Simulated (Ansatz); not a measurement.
# Eigenvalues along a path: HgTe (rocksalt type)

```
Hg Te
1.0
     0.00000    2.43534    2.43534
     2.43534    0.00000    2.43534
     2.43534    2.43534    0.00000
Hg Te
1 1
Cartesian
  0.0000 0.0000 0.0000
  2.4353 2.4353 2.4353
```

The cell comes from a relaxation on PAW files under the same functional, begun from a prototype that needn't be the stable phase.

Level of theory: DFT with LDA, scalar-relativistic, in Ansatz 0.2.0; a Γ-centred 12×12×12 k mesh, Fermi–Dirac smearing of 0.05 eV, no spin polarisation. LAPW: all electrons, basis error target 1 meV/atom.

This run: volume at 0.55 of the series' base cell.

Spin–orbit coupling is left out, which matters for the heavy atoms.

Path points, in fractions of the reciprocal vectors: Γ (0.000, 0.000, 0.000), X (0.500, 0.000, 0.500), U (0.625, 0.250, 0.625), K (0.375, 0.375, 0.750), L (0.500, 0.500, 0.500), W (0.500, 0.250, 0.750). The distance column jumps between branches of the path. Levels in eV from the Fermi level; bands 26 to 39, counted from the lowest band of the run. The gap is zero, the pressure 183.4 GPa.

```
# k(1/Å) point b26 b27 b28 b29 b30 b31 b32 b33 b34 b35 b36 b37 b38 b39
0.000 Γ -19.98 -11.51 -11.51 -11.51 -11.35 -11.35 -2.38 -2.38 -2.38 3.99 4.25 8.53 8.53 8.53
0.161 - -19.86 -11.54 -11.52 -11.50 -11.50 -11.34 -2.52 -2.47 -2.47 3.99 4.85 7.41 7.75 7.75
0.323 - -19.54 -11.96 -11.64 -11.46 -11.46 -11.29 -2.78 -2.75 -2.75 3.96 4.98 6.62 7.35 7.35
0.484 - -19.02 -12.49 -11.77 -11.37 -11.37 -11.23 -3.27 -3.27 -2.99 2.52 3.94 7.45 7.45 8.77
0.645 - -18.40 -12.89 -11.93 -11.21 -11.21 -11.14 -3.97 -3.97 -3.11 0.03 3.92 8.05 8.05 11.07
0.806 - -17.81 -12.94 -12.07 -11.06 -10.97 -10.97 -4.77 -4.77 -3.37 -2.14 3.91 9.05 9.05 11.72
0.968 - -17.42 -12.45 -12.19 -10.99 -10.69 -10.69 -5.54 -5.54 -4.97 -2.75 3.90 10.30 10.30 11.14
1.129 - -17.26 -12.27 -11.50 -10.94 -10.43 -10.43 -6.86 -6.12 -6.12 -2.76 3.90 10.77 11.55 11.55
1.290 X -17.22 -12.30 -10.92 -10.80 -10.31 -10.31 -7.86 -6.34 -6.34 -2.75 3.90 10.65 11.78 12.18
1.347 - -17.21 -12.30 -10.95 -10.87 -10.32 -10.23 -7.87 -6.45 -6.29 -2.63 3.92 10.63 11.71 12.15
1.404 - -17.18 -12.30 -11.02 -11.02 -10.33 -10.03 -7.90 -6.75 -6.16 -2.30 3.97 10.56 11.52 12.07
1.461 - -17.13 -12.31 -11.18 -11.14 -10.34 -9.81 -7.96 -7.13 -5.94 -1.87 4.07 10.46 11.23 11.94
1.518 - -17.06 -12.32 -11.34 -11.29 -10.36 -9.55 -8.11 -7.46 -5.66 -1.39 4.22 10.33 10.86 11.76
1.575 - -16.98 -12.35 -11.48 -11.46 -10.39 -9.28 -8.42 -7.64 -5.32 -0.92 4.43 10.19 10.44 11.57
1.632 - -16.88 -12.40 -11.63 -11.61 -10.42 -9.00 -8.81 -7.72 -4.93 -0.49 4.72 9.99 10.03 11.30
1.689 - -16.77 -12.49 -11.80 -11.73 -10.46 -9.19 -8.70 -7.76 -4.51 -0.12 5.08 9.52 9.87 10.90
1.746 U -16.65 -12.62 -11.96 -11.83 -10.50 -9.52 -8.40 -7.78 -4.06 0.18 5.51 9.05 9.71 10.43
2.536 K -16.65 -12.62 -11.96 -11.83 -10.50 -9.52 -8.40 -7.78 -4.06 0.18 5.51 9.05 9.71 10.43
2.707 - -16.36 -13.20 -12.37 -12.05 -10.65 -10.10 -7.74 -7.41 -2.59 0.78 6.91 7.64 8.72 9.27
2.878 - -16.48 -13.56 -12.61 -12.14 -10.82 -10.32 -7.51 -6.37 -1.02 1.19 6.37 6.81 7.68 8.94
3.049 - -17.19 -13.28 -12.65 -12.13 -10.99 -10.51 -7.03 -5.30 0.45 1.76 5.03 5.30 7.75 8.73
3.220 - -18.08 -12.71 -12.50 -12.02 -11.16 -10.75 -6.28 -4.28 1.07 2.66 4.23 4.52 7.57 8.62
3.391 - -18.87 -12.20 -12.16 -11.86 -11.30 -11.01 -5.28 -3.42 0.12 3.92 4.08 5.20 7.14 8.58
3.562 - -19.48 -11.82 -11.74 -11.69 -11.42 -11.24 -4.09 -2.81 -1.13 3.96 5.40 6.31 6.67 7.93
3.733 - -19.85 -11.56 -11.53 -11.49 -11.49 -11.36 -2.93 -2.48 -2.04 3.98 4.87 7.24 7.85 7.97
3.904 Γ -19.98 -11.51 -11.51 -11.51 -11.35 -11.35 -2.38 -2.38 -2.38 3.99 4.25 8.53 8.53 8.53
4.044 - -19.89 -11.55 -11.51 -11.51 -11.40 -11.40 -2.85 -2.25 -2.25 3.98 4.68 7.60 7.96 7.96
4.184 - -19.64 -11.66 -11.65 -11.65 -11.37 -11.37 -3.98 -1.88 -1.88 3.83 5.65 6.86 7.13 7.13
4.323 - -19.23 -11.92 -11.92 -11.85 -11.26 -11.26 -5.33 -1.35 -1.35 3.33 6.18 6.18 6.32 7.03
4.463 - -18.66 -12.21 -12.21 -12.14 -11.12 -11.12 -6.67 -0.71 -0.71 2.61 5.21 5.21 6.40 8.19
4.603 - -17.95 -12.57 -12.48 -12.48 -10.97 -10.97 -7.84 -0.04 -0.04 1.91 4.29 4.29 6.49 9.56
4.742 - -17.12 -13.18 -12.70 -12.70 -10.84 -10.84 -8.72 0.61 0.61 1.35 3.46 3.46 6.55 11.11
4.882 - -16.25 -13.95 -12.83 -12.83 -10.75 -10.75 -9.23 1.01 1.21 1.21 2.77 2.77 6.59 12.01
5.021 L -15.69 -14.49 -12.88 -12.88 -10.71 -10.71 -9.39 0.89 1.56 1.56 2.38 2.38 6.60 12.39
5.136 - -15.74 -14.43 -12.86 -12.81 -10.71 -10.70 -9.40 0.11 0.72 1.57 2.89 3.29 6.97 11.62
5.250 - -15.86 -14.26 -12.78 -12.63 -10.70 -10.63 -9.40 -1.13 -0.60 1.81 3.33 4.67 7.91 10.56
5.364 - -16.03 -13.98 -12.66 -12.42 -10.68 -10.48 -9.41 -2.36 -2.00 2.22 3.59 6.10 8.72 10.05
5.478 - -16.19 -13.63 -12.50 -12.26 -10.65 -10.18 -9.39 -3.53 -3.39 2.77 3.78 7.46 8.22 10.39
5.592 - -16.34 -13.26 -12.33 -12.17 -10.59 -9.72 -9.31 -4.72 -4.64 3.43 3.96 7.50 8.27 10.04
5.706 - -16.45 -12.92 -12.19 -12.13 -10.48 -9.13 -9.11 -5.96 -5.68 4.12 4.19 6.90 7.81 10.85
5.820 - -16.52 -12.67 -12.13 -12.13 -10.37 -8.74 -8.41 -7.06 -6.64 4.26 4.99 6.50 6.97 11.83
5.934 W -16.54 -12.57 -12.13 -12.13 -10.32 -8.25 -7.79 -7.79 -7.34 4.32 5.59 6.35 6.35 12.28
6.014 - -16.58 -12.50 -12.19 -12.03 -10.32 -8.24 -8.12 -7.47 -7.33 3.53 5.77 6.38 7.00 12.06
6.095 - -16.67 -12.30 -12.24 -11.91 -10.32 -8.47 -8.20 -7.29 -7.19 2.36 5.26 7.57 7.70 11.83
6.176 - -16.79 -12.27 -12.01 -11.76 -10.31 -8.83 -8.15 -7.23 -6.93 1.18 4.83 8.43 8.77 11.64
6.256 - -16.93 -12.29 -11.69 -11.59 -10.31 -9.19 -8.07 -7.11 -6.72 0.06 4.49 9.16 9.89 11.48
6.337 - -17.05 -12.30 -11.38 -11.38 -10.31 -9.54 -7.99 -6.94 -6.56 -0.98 4.23 9.84 10.87 11.40
6.417 - -17.14 -12.30 -11.16 -11.13 -10.31 -9.87 -7.92 -6.69 -6.44 -1.86 4.04 10.36 11.46 11.61
6.498 - -17.20 -12.30 -10.97 -10.93 -10.31 -10.16 -7.88 -6.45 -6.36 -2.50 3.94 10.60 11.66 12.05
6.579 X -17.22 -12.30 -10.92 -10.80 -10.31 -10.31 -7.86 -6.34 -6.34 -2.75 3.90 10.65 11.78 12.18
```
